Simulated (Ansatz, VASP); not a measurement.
**One calculation of Sc, two programs**

```
Sc
1.0
     3.27610    0.00000    0.00000
    -1.63805    2.83719    0.00000
     0.00000    0.00000    5.08902
Sc
2
Direct
  0.33333 0.66667 0.25000
  0.66667 0.33333 0.75000
```

Alike in both runs: functional PBEsol; k mesh 12 × 12 × 8; occupations gaussian, width 0.1 eV; no spin polarisation.

Ansatz relaxed the structure, and its values are those at the end. VASP's run is a single point on that final structure, the one shown.

|  | VASP | Ansatz |
| --- | --- | --- |
| version | VASP 6.6.1 | Ansatz 0.2.0 |
| potentials or method | VASP PAW PBE potentials, release 64 (Sc_sv) | scalar-relativistic, plane waves, PAW |
| plane-wave cutoff (eV) | 520 | 420 |
| valence electrons in the cell | 22 | 22 |

```csv
,VASP,Ansatz,Ansatz less VASP
gap on the k mesh at the Fermi level (eV),none,none,-
pressure (GPa),0.0,0.0,-0.01
```

A gap of «none» marks a metal or a gap that the smearing closes.

Caveats: the PAW data sets were made with another functional, which shifts forces and pressure a little (VASP).
